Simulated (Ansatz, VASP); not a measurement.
**Two plane-wave programs on Al**

```xyz
1
Lattice="0.0000 1.9936 2.0847 1.9936 0.0000 2.0847 1.9936 1.9936 0.0000" Properties=species:S:1:pos:R:3 pbc="T T T"
Al    0.0000    0.0000    0.0000
```

Change from the starting cell: strain -0.015 along x and y, +0.030 along z, atoms carried along.

Alike in both runs: task single point; functional PBE; dispersion D3(BJ); k mesh 20 × 20 × 20; occupations gaussian, width 0.15 eV; no spin polarisation.

|  | VASP | Ansatz |
| --- | --- | --- |
| version | VASP 6.6.1 | Ansatz 0.2.0 |
| potentials or method | VASP PAW PBE potentials, release 64 (Al) | scalar-relativistic, plane waves, PAW |
| plane-wave cutoff (eV) | 520 | 420 |
| valence electrons in the cell | 3 | 3 |

|  | VASP | Ansatz | Ansatz less VASP |
| --- | --- | --- | --- |
| gap on the k mesh at the Fermi level (eV) | none | none | - |
| pressure (GPa) | -3.7 | -3.7 | +0.04 |
| largest component of the traceless stress (GPa) | 1.54 | 1.54 | +0.007 |

A gap of «none» marks a metal or a gap that the smearing closes.

Caveats: pairwise dispersion overbinds metals, which lowers pressure and volume.
